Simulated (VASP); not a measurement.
A run of VASP 6.6.1 is set up as follows.

Contents of INCAR:

```
PREC = Accurate ; ENCUT = 300
EDIFF = 1E-7 ; ISMEAR = 1
SIGMA = 0.1 ; LREAL = F
LASPH = T ; NELM = 80
ALGO = Normal ; ISIF = 2
LWAVE = F ; LCHARG = F
GGA = PE ; IBRION = 2
NSW = 40 ; EDIFFG = -0.01
```

Contents of KPOINTS:

```
regular mesh
0
Gamma
  9 9 9
```

The input POSCAR:

```
Cu                                      
1.0
    0.0000000000      1.8412520328      1.8412520328
    1.8412520328      0.0000000000      1.8412520328
    1.8412520328      1.8412520328      0.0000000000
  Cu            
     1
Direct
     0.0000000000000000    0.0000000000000000    0.0000000000000000
```

Potentials or basis: VASP PAW PBE potentials, release 64 (Cu).

The run is started by

```console
$ cat potpaw_PBE.64/Cu/POTCAR > POTCAR
$ mpirun -np 1 vasp_std > vasp.out
```

(1) What does it give for the band gap on the k mesh?

## Answers

(1) none (metal or under the smearing width).

Caveat: the relaxation stopped at its first step, so nothing moved.
